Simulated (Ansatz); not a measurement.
# SnSe (rocksalt type): a single-point run

Wanted: a converged single-point run for SnSe (rocksalt type), and a check of what comes out. The structure is shown as the input types it.

Computed with Ansatz 0.2.0 (DFT, PBE, all-electron LAPW, scalar-relativistic, unless a step's input says otherwise).

## Step 1: Starting point

The structure is cubic, space group Fm-3m (No. 225). The conventional cell has a = 5.224 Å, b = 5.224 Å, c = 5.224 Å, α = 90.00°, β = 90.00°, γ = 90.00°. Sn (site symmetry m-3m) is surrounded by 6 Se at 2.61 Å. Se (site symmetry m-3m) has 6 Sn at 2.61 Å as nearest neighbours.

As a file:

```
Sn Se
1.0
     0.00000    2.61199    2.61199
     2.61199    0.00000    2.61199
     2.61199    2.61199    0.00000
Sn Se
1 1
Direct
  0.00000 0.00000 0.00000
  0.50000 0.50000 0.50000
```

## Step 2: Input and run

Input file input.yaml:

```yaml
crystal:
  lattice:
    - [0.0, 2.611991702, 2.611991702]
    - [2.611991702, 0.0, 2.611991702]
    - [2.611991702, 2.611991702, 0.0]
  atoms:
    - { symbol: Sn, position: [0.0, 0.0, 0.0] }
    - { symbol: Se, position: [0.5, 0.5, 0.5] }
kpoints:
  mp_grid: { grid: [14, 14, 14] }
scf:
  occupations: { method: fermi_dirac, width: 5.0 }
  max_iter: 75
hamiltonian:
  xc: pbe
  pseudopotentials: { kind: all_electron, lapw: { basis_error: 0.001 } }
output:
  forces: true
  stress: true
  eigenvalues: true
  populations: true
```

Started as:

```sh
ansatz run input.yaml --threads 1 --pin off --max-ram 2048MiB --backend cpu --events-out ev --progress --plain --runs-dir out
```

What happens when this is run?

This run ends as converged. It gives a pressure of 130 GPa, which is large; a structure far from rest gives such values too, whatever the setting.

In the input, scf.occupations.width is 5.0. A smearing of this width stands for electrons at many thousands of kelvin; it empties bonding states and fills antibonding ones. A Fermi-Dirac width of 5 eV is an electron temperature of 58000 K.

Run again and compare: set scf.occupations.width to 0.1.
